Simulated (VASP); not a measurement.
Wanted: the native input for a VASP 6.6.1 run.

```yaml
Task: single point
Functional: r2SCAN
Potentials_or_basis: VASP PAW PBE potentials, release 64 (Ti_sv, Te)
Cutoff: 520 eV
k_mesh: 8 × 8 × 8
Occupations: fermi-dirac, width 0.05 eV
Spin: no spin polarisation
Hubbard_terms: Ti d U = 5 eV
Further_INCAR_settings: ALGO = Normal; EDIFF = 1e-06
```

The structure of TiTe lies in POSCAR:

```
TiTe
1.0
    0.0000000000      3.0500668100      3.0500668100
    3.0500668100      0.0000000000      3.0500668100
    3.0500668100      3.0500668100      0.0000000000
Ti Te
1 1
Direct
    0.5000000000      0.5000000000      0.5000000000
    0.0000000000      0.0000000000      0.0000000000
```

The cell comes from a database or a generator and needn't be the stable form of this composition.

These files were run (other wordings do the same):

INCAR

```
ALGO = Normal ; EDIFF = 1E-6
ENCUT = 520 ; ISIF = 2
ISMEAR = -1 ; LASPH = True
LCHARG = True ; LDAU = True
LDAUJ = 0 0 ; LDAUL = 2 -1
LDAUPRINT = 1 ; LDAUTYPE = 2
LDAUU = 5 0 ; LELF = True
LMAXMIX = 4 ; LMIXTAU = True
LREAL = False ; LVHAR = True
LWAVE = False ; METAGGA = R2SCAN
NELM = 100 ; PREC = Accurate
SIGMA = 0.05
```

KPOINTS

```
k-points
0
Gamma
  8 8 8
```

Potentials or basis: VASP PAW PBE potentials, release 64 (Ti_sv, Te).

Run with:

```sh
$ cat potpaw_PBE.64/Ti_sv/POTCAR potpaw_PBE.64/Te/POTCAR > POTCAR
$ mpirun -np 1 vasp_std > vasp.out
```

Results of the run:

```yaml
Pressure: -9.1 GPa
Band_gap_on_the_k_mesh: none (metal or under the smearing width)
```

Caveat: the PAW data sets were made with another functional, which shifts forces and pressure a little; U without spin polarisation on a metal has little footing; the U is typed as a test and isn't derived for this compound.

Run time: 94 s on 1 thread of Intel(R) Xeon(R) Platinum 8259CL CPU @ 2.50GHz (Skylake/Cascade Lake), with other jobs on the host, peak memory 0.19 GiB.
